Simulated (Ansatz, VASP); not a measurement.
# N in VASP and in Ansatz

```
CELL_PARAMETERS angstrom
4.00054 0.00000 0.00000
-2.00027 3.46457 0.00000
0.00000 0.00000 6.72576
ATOMIC_POSITIONS crystal
N 0.33333 0.66667 0.32893
N 0.33333 0.66667 0.17107
N 0.66667 0.33333 0.82893
N 0.66667 0.33333 0.67107
```

Change from the starting cell: strain -0.040 along x and y, -0.040 along z, atoms carried along.

Alike in both runs: task single point; functional PBEsol; k mesh 6 × 6 × 4; occupations gaussian, width 0.05 eV; no spin polarisation.

|  | VASP | Ansatz |
| --- | --- | --- |
| version | VASP 6.6.1 | Ansatz 0.2.0 |
| potentials or method | VASP PAW PBE potentials, release 64 (N) | scalar-relativistic, plane waves, PAW |
| plane-wave cutoff (eV) | 520 | 420 |
| valence electrons in the cell | 20 | 20 |

VASP gave:

```
gap on the k mesh at the Fermi level (eV)       : 7.21
least direct gap on the mesh (eV)               : 7.60
pressure (GPa)                                  : 11.3
largest component of the traceless stress (GPa) : 22.45
rms of the force components (eV/Å)              : 5.335
```

Task: What did Ansatz give for the same quantities?

Result: gap on the k mesh at the Fermi level (eV): 7.26; least direct gap on the mesh (eV): 7.66; pressure (GPa): 8.0; largest component of the traceless stress (GPa): 15.30; rms of the force components (eV/Å): 3.605.

Atom by atom the forces differ by 1.730 eV/Å (rms over components).

Caveats: the standard files for N, O and F lose accuracy on very short bonds; the PAW data sets were made with another functional, which shifts forces and pressure a little (VASP). A k mesh can miss the band edges.
